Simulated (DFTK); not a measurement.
# TaN under changes of volume

One of the cells (10.813 Å³/atom); the others are scaled copies at fixed shape and fractional positions:

```
Ta N
1.0
     0.00000    2.21132    2.21132
     2.21132    0.00000    2.21132
     2.21132    2.21132    0.00000
Ta N
1 1
Direct
  0.50000 0.50000 0.50000
  0.00000 0.00000 0.00000
```

The cell comes from a database or a generator and needn't be the stable form of this composition.

| Quantity | Value |
| --- | --- |
| Program | DFTK 0.8.2 |
| Functional | LDA |
| Potentials or basis | dojo.nc.sr.lda.v0_4_1.standard.upf (LDA) |
| Cutoff | 1143 eV |
| k mesh | 7 × 7 × 7 |
| Occupations | fermi-dirac, width 0.05 eV |
| Spin | no spin polarisation |

| volume (Å³/atom) | energy over the lowest point (meV/atom) | pressure (GPa) |
| --- | --- | --- |
| 10.164 | 0.00 | 1.0 |
| 10.381 | ? | ? |
| 10.597 | 17.59 | -13.5 |
| 10.813 | 40.06 | -19.7 |
| 11.030 | 70.34 | -25.1 |
| 11.246 | 107.57 | -30.0 |
| 11.462 | 151.01 | -34.3 |

Task: What does the run at 10.381 Å³/atom give?

Result: Energy over the lowest point 3.88 meV/atom; pressure -6.7 GPa.

Worked out: A Birch-Murnaghan fit of order 3 (a polynomial in V^(-2/3)) to the other rows has its minimum at 10.19 Å³/atom with B0 = V·E''(V) = 376 GPa and B' = 4.3. It gives 3.93 meV/atom at 10.381 Å³/atom, against the run's 3.88, and -dE/dV = -6.7 GPa, against -6.7.

Energies are extrapolated to zero smearing.
